# Diamond under strain: forecasting a gap between known cells

## The question

A diamond crystal is squeezed or stretched evenly, so that its shape stays the same and only the bond length changes. How does its electronic gap respond, and how well can the gap be forecast for a cell that has not yet been looked at? The cell in question has a volume of 5.610 Å³/atom. Its two nearest neighbours in volume, at 5.478 and 5.744 Å³/atom, carry most of the argument.

Ansatz 0.2.0, scalar-relativistic plane-wave PAW calculations with the PBEsol functional for diamond in two-atom cells at fixed geometry, without spin polarization. The plane-wave cutoff is 420 eV, the k mesh 12×12×12 and the Gaussian smearing width 0.02 eV. Both gaps are Kohn–Sham gaps between states on the k mesh.

```tsv
volume (Å³/atom)	shortest distance (Å)	band gap (eV)	least direct gap (eV)
5.298	1.510	4.202	5.730
5.463	1.525	4.126	5.645
5.467	1.526	4.124	5.643
5.478	1.527	4.119	5.637
5.610	1.539	?	?
5.744	1.551	4.011	5.505
6.082	1.581	3.886	5.353
6.281	1.598	3.814	5.265
6.396	1.608	3.774	5.217
```

The band gap is the energy from the highest filled state to the lowest empty one. In diamond these two states have different wave vectors, so this gap is indirect. The least direct gap is the smallest energy between a filled and an empty state of the same wave vector. The shortest distance is the length d of the carbon–carbon bond.

## What the known rows show

Both gaps shrink from each known row to the next as the cell grows. From the first row to the last the bond stretches by about 6 %, and the band gap loses 0.428 eV, about a tenth of its value.

In all the known rows the band gap joins the same two points of the mesh. The filled state lies at the zone centre, and the empty one lies two-thirds of the way to the zone boundary point X. The trend therefore follows one pair of states, with no kink from a change of partner. This is what makes a forecast between two rows reasonable.

## Why a shorter bond opens the gap

Two neighbouring carbon atoms combine their orbitals into a bonding state, which is lowered in energy, and an antibonding state, which is raised. In the crystal these states broaden into bands. The electrons fill the bonding bands, and the antibonding bands stay empty. When the atoms move closer, their orbitals overlap more, the two sets are pushed further apart, and the gap between them tends to widen.

A simple argument gives the strength of the effect. Squeezing an electron wave into a shorter length raises its kinetic energy as 1/d². If every energy that matters followed this rule, the gap would do so too. The energy difference between the s and p orbitals of a carbon atom, however, belongs to the atom and hardly depends on the bond length. If such a fixed part adds to the gap, the gap changes less steeply than 1/d²; if it subtracts, more steeply. In the simplest picture, with only s and p orbitals, it is expected to subtract, because it widens the bands on either side of the gap. Higher atomic levels that mix into the empty states can act the other way, so the argument alone does not settle the power.

This reasoning is theory; the calculation does not divide the gap into such parts. Nor does it hold for every band edge: silicon has the same structure, yet its indirect gap is known to shrink under pressure. For a related crystal, one must first ask which states form the edges.

## A rule with an adjustable power

The argument suggests the form

gap = C · d⁻ᵖ

where C sets the scale and p the steepness. A least-squares fit to the eight known rows gives p = 1.7 for the band gap. A bond shorter by 1 % thus widens this gap by about 1.7 %, or 0.07 eV. The same fit to the least direct gap gives p = 1.49.

Both powers lie below 2, whereas the simplest s-and-p picture expects 2 or more: it gives the direction of the trend but not its size. The powers also differ from each other, so p only sums up how one gap behaves over this range of volumes and is not a constant of diamond. For the least direct gap the outputs do not give the wave vector. It is expected at the zone centre, between two p-like levels, where the s–p difference should drop out and so cannot account for the low power.

## The forecast, worked in full

Start from the row at 5.744 Å³/atom, which was part of the fit, and compress it to 5.610 Å³/atom. The bond length varies as the cube root of the volume, so the gap varies as the volume to the power −p/3:

4.011 eV × (5.744/5.610)^(1.7/3) = 4.011 eV × 1.0135 = 4.065 eV

The same step for the least direct gap, with its own power, gives

5.505 eV × (5.744/5.610)^(1.49/3) = 5.570 eV

Both gaps should lie between those of the two neighbouring rows, close to halfway. The forecasts are:

- **Band gap:** 4.065 ± 0.005 eV.
- **Least direct gap:** 5.570 ± 0.005 eV.
- **Strict 1/d² rule:** with only its scale fitted to the known rows, it lies 0.02 eV above the row at 5.478 Å³/atom and meets the row at 5.744 Å³/atom, so it should put the band gap about 0.01 eV too high.

The ranges allow for misfits of a few thousandths of an eV, such as the fitted curves show in the known rows. They state how close the forecast should come to this calculation, not to a measured crystal.

## The computed values

The withheld rows as computed:

```tsv
volume (Å³/atom)	shortest distance (Å)	band gap (eV)	least direct gap (eV)
5.610	1.539	4.066	5.570
```

Both computed gaps fall well inside the forecast ranges, and both lie close to halfway between those of the neighbouring rows, as forecast. The band gap comes out at 4.066 eV, 0.001 eV above the forecast, and the least direct gap agrees to the last digit quoted. The hits have a plain reason: the cell lies between two close neighbours, and the gap varies smoothly from one to the other. The small miss in the band gap is too slight to call for a physical cause. Scatter of this size is expected on numerical grounds, because at a fixed cutoff the number of plane waves changes in steps as the cell grows.

The strict 1/d² rule gives 4.074 eV, which is 0.008 eV too high, close to the error expected of it.

## What the hit does and does not test

A rule with the wrong power came within 0.01 eV of the computed band gap. That is possible because its scale was fitted to rows on both sides, and near the middle of a range such a fit has little room to go astray. At the largest cell the same rule falls 0.041 eV below the computed gap. The ends of the series therefore tell the two rules apart far better than the withheld cell does.

The adjustable power does much better at the ends, though it is not exact. Its largest miss is at the smallest cell, where it lies about 0.002 eV below the computed band gap. Beyond the computed range nothing holds the curve in place, and the error could grow.

## From volume to pressure

In practice, pressure is often easier to set than volume. The same calculation gives a pressure of 11.2 GPa for the cell at 5.478 Å³/atom and −10.1 GPa, a tension, for the one at 5.744 Å³/atom. Between them the band gap changes by about 5 meV per GPa. This slope is not constant: between the two largest cells, where the stretched crystal is softer, it is about 8 meV per GPa.

The gap itself deserves less trust than its change. Measured gaps of diamond are roughly 5.5 eV, while the computed ones near zero pressure are about 4.1 eV. Density functionals of this type are known to give gaps that are too small. Zero-point vibration, which is left out here, would lower the computed gap further and so does not explain the shortfall.

A smaller error acts the other way. The true lowest empty state lies between mesh points. For the cell at 5.610 Å³/atom the run also found it off the mesh, about 0.73 of the way to X, with a gap of 4.033 eV, so the tabulated value is 0.033 eV too large; an error of similar size is expected in the other rows. Because the same mesh point is used throughout, most of this error should cancel when two cells are compared.
